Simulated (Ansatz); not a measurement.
**Every step of a relaxation of Gd (bcc type)**

DFT, PBE, PAW with Ansatz's default frozen-core files, scalar-relativistic (Ansatz 0.2.0); a Γ-centred 17×17×17 k mesh, Fermi–Dirac smearing of 0.05 eV, spin-polarised from start moments Gd 7 μB. The run relaxes cell and atoms at a target pressure of 70 GPa.

Command: `ansatz run input.yaml --threads 2 --pin off --max-ram 7168MiB --backend cpu --events-out ev --progress --plain --runs-dir out` It took 22 s on 2 threads of Arm Neoverse V1, with other jobs on the host, peak memory 0.36 GiB.

PAW: frozen-core files, cutoff 420 eV; forces are relaxed below 0.005 eV/Å.

Each step lists its enthalpy F + pV a cell above the last geometry, the pressure, the cell vectors (Å), and Cartesian positions (Å) with forces (eV/Å).

The first step:

```
step 1  dH = 3.45 meV  P = 73.7 GPa
  cell -1.5917 1.5917 1.5917  1.5917 -1.5917 1.5917  1.5917 1.5917 -1.5917
  Gd 0.0000 0.0000 0.0000   0.0000 0.0000 0.0000
```

The open f shell is treated without a Hubbard term, so these are results of the method, and the state needn't be the lowest. Spin–orbit coupling is left out, which matters for the heavy atoms.

The symmetry of the start is kept and no stability test is made, so the end need not be the stable phase.

Where does the relaxation end, and by which steps?

After 4 geometries, with conventional a, b, c = 3.204, 3.204, 3.204 Å, at 16.450 Å³/atom (+1.99 % against the start) in space group Im-3m, with a shortest distance of 2.775 Å and a cell moment of 7.17 μB. The further steps:
```
step 2  dH = 6.44 meV  P = 65.4 GPa  (not accepted)
  cell -1.6162 1.6162 1.6162  1.6162 -1.6162 1.6162  1.6162 1.6162 -1.6162
  Gd 0.0000 0.0000 0.0000   0.0000 0.0000 0.0000
step 3  dH = 0.01 meV  P = 69.9 GPa
  cell -1.6024 1.6024 1.6024  1.6024 -1.6024 1.6024  1.6024 1.6024 -1.6024
  Gd 0.0000 0.0000 0.0000   0.0000 0.0000 0.0000
step 4  dH = 0.00 meV  P = 70.0 GPa
  cell -1.6021 1.6021 1.6021  1.6021 -1.6021 1.6021  1.6021 1.6021 -1.6021
  Gd 0.0000 0.0000 0.0000   0.0000 0.0000 0.0000
step 5  dH = -0.18 meV  P = 70.0 GPa  (same geometry on a basis chosen anew; earlier energies don't compare to the last digit)
  cell -1.6021 1.6021 1.6021  1.6021 -1.6021 1.6021  1.6021 1.6021 -1.6021
  Gd 0.0000 0.0000 0.0000   0.0000 0.0000 0.0000
```
